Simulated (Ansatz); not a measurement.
Bicrystals of relaxed bulk Ni (Fm-3m, 10.89 Å³/atom, gap on the mesh 0.00 eV): one grain is mirrored in the boundary plane and shifted (fractions of the plane's cell), where said the two species change places in it, close atoms are joined, tilt boundaries are opened by 0.15 Å, then atoms and the cell's height are relaxed. Energies are the mean of the cell's two boundaries over the bulk on a matched mesh; other shifts may lie lower.

These are results of DFT PBE, scalar-relativistic, plane waves, PAW (Ansatz 0.2.0), not measurements.

Settings: cutoff 420 eV, Γ-centred mesh 10×10×2 on the computed 20-atom cell, Gaussian smearing of 0.10 eV; collinear spin from starting moments 0.75 0.75 0.75 0.75 0.75 0.75 0.75 0.75 0.75 0.75 0.75 0.75 0.75 0.75 0.75 0.75 0.75 0.75 0.75 0.75 μB.

Start (Σ5 (210), mirror between planes, shift [0.5, 0]):

```yaml
crystal:
  lattice:
    - [3.51848, 0.00000, 0.00000]
    - [-1.75924, 3.93378, 0.00000]
    - [0.00000, 0.00000, 16.03510]
  atoms:
    - { symbol: Ni, position: [0.40000, 0.80000, 0.07360] }
    - { symbol: Ni, position: [0.20000, 0.40000, 0.26986] }
    - { symbol: Ni, position: [0.70000, 0.40000, 0.02453] }
    - { symbol: Ni, position: [0.50000, 0.00000, 0.22079] }
    - { symbol: Ni, position: [0.90000, 0.80000, 0.31892] }
    - { symbol: Ni, position: [0.80000, 0.60000, 0.17173] }
    - { symbol: Ni, position: [0.60000, 0.20000, 0.36798] }
    - { symbol: Ni, position: [0.10000, 0.20000, 0.12266] }
    - { symbol: Ni, position: [0.30000, 0.60000, 0.41705] }
    - { symbol: Ni, position: [0.00000, 0.00000, 0.46611] }
    - { symbol: Ni, position: [0.90000, 0.80000, 0.91705] }
    - { symbol: Ni, position: [0.70000, 0.40000, 0.72079] }
    - { symbol: Ni, position: [0.20000, 0.40000, 0.96611] }
    - { symbol: Ni, position: [0.00000, 0.00000, 0.76986] }
    - { symbol: Ni, position: [0.40000, 0.80000, 0.67173] }
    - { symbol: Ni, position: [0.30000, 0.60000, 0.81892] }
    - { symbol: Ni, position: [0.10000, 0.20000, 0.62266] }
    - { symbol: Ni, position: [0.60000, 0.20000, 0.86798] }
    - { symbol: Ni, position: [0.80000, 0.60000, 0.57360] }
    - { symbol: Ni, position: [0.50000, 0.00000, 0.52453] }
```

Question: Give the relaxed structure and its energy.

Answer: The free energy falls by 94 meV/atom.

```
boundary energy (mJ/m²)          : 1605
excess width (Å)                 : 0.26
gap on the mesh (eV)             : 0
size of the moment (μB per cell) : 12.68
```

Relaxed structure:
```
CELL_PARAMETERS angstrom
3.51848 0.00000 0.00000
-1.75924 3.93378 0.00000
0.00000 0.00000 16.26459
ATOMIC_POSITIONS crystal
Ni 0.39981 0.79963 0.07045
Ni 0.20020 0.40040 0.27004
Ni 0.69724 0.39447 0.03835
Ni 0.49980 0.99960 0.22061
Ni 0.89872 0.79745 0.31666
Ni 0.80128 0.60255 0.17399
Ni 0.60386 0.20772 0.36633
Ni 0.09614 0.19228 0.12431
Ni 0.30019 0.60037 0.42020
Ni 0.00276 0.00553 0.45230
Ni 0.89981 0.79963 0.92020
Ni 0.70020 0.40040 0.72061
Ni 0.19724 0.39447 0.95230
Ni 0.99980 0.99960 0.77004
Ni 0.39872 0.79745 0.67399
Ni 0.30128 0.60255 0.81666
Ni 0.10386 0.20772 0.62431
Ni 0.59614 0.19228 0.86633
Ni 0.80019 0.60037 0.57045
Ni 0.50276 0.00553 0.53835
```

Small energy differences in metals hang on the k mesh (about 10 mJ/m² or 1 to 2 meV/atom on the mesh of the relaxation).

The run took 24 min on 4 threads of Intel(R) Xeon(R) Platinum 8259CL CPU @ 2.50GHz (Skylake/Cascade Lake), with other jobs on the host, peak memory 4.3 GiB.